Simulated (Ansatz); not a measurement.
Reactions of GeH6O2Si, SMILES `[OH][GeH]([OH])[SiH3]`.

Isolated molecules relaxed with PBE0-D4/def2-TZVP in Ansatz; ΔE leaves out vibrations. CBS: MP2 limit from def2 TZ/QZ plus the TZ coupled-cluster correction, frozen cores. This one scheme is used for every species, atoms too. For atomizations the MP2-based limit and the directly extrapolated one differ by several kJ/mol either way, and by 10 to 25 for some Ge, Se and Sn compounds, so smaller differences from it don't rank the levels. No spin–orbit coupling; open shells (•) take unrestricted orbitals. Spin–orbit coupling would lower the free atoms: a little for O, Si; clearly for Ge. Bonds to Ge are less sure, by a few kJ/mol each and by 10 to 20 or more in all where they break to atoms, as the def2 sets lack core-valence functions. Scalar relativity is left out up to krypton. One conformer a species, not always the lowest.

(1) Order these by ΔE at CCSD(T)/CBS, lowest first. (Best estimate.)
A. `[OH][GeH]([OH])[SiH3]` → `[OH][GeH2][OH]` + `[SiH2]`
B. `[OH][GeH]([OH])[SiH3]` + H₂O → `[OH][GeH]([OH])[OH]` + SiH₄
C. `[OH][GeH]([OH])[SiH3]` → Ge• + 6 H• + 2 O• + Si•
D. `[OH][GeH]([OH])[SiH3]` + H₂ → `[OH][GeH2][SiH3]` + H₂O
E. `[OH][GeH]([OH])[SiH3]` + `[OH][Al]([OH])[OH]` → `[OH][Al]([OH])[O][SiH3]` + `[OH][GeH2][OH]`
F. `[OH][GeH]([OH])[SiH3]` + `N=C(N)O` → `N=C(N)O[SiH3]` + `[OH][GeH2][OH]`

Largest T1 diagnostic: 0.014, for `[SiH2]`.

Results:

(1) E (-96.1 kJ/mol), F (-69.8 kJ/mol), B (-43.0 kJ/mol), D (+17.8 kJ/mol), A (+246.9 kJ/mol), C (+3197.8 kJ/mol).
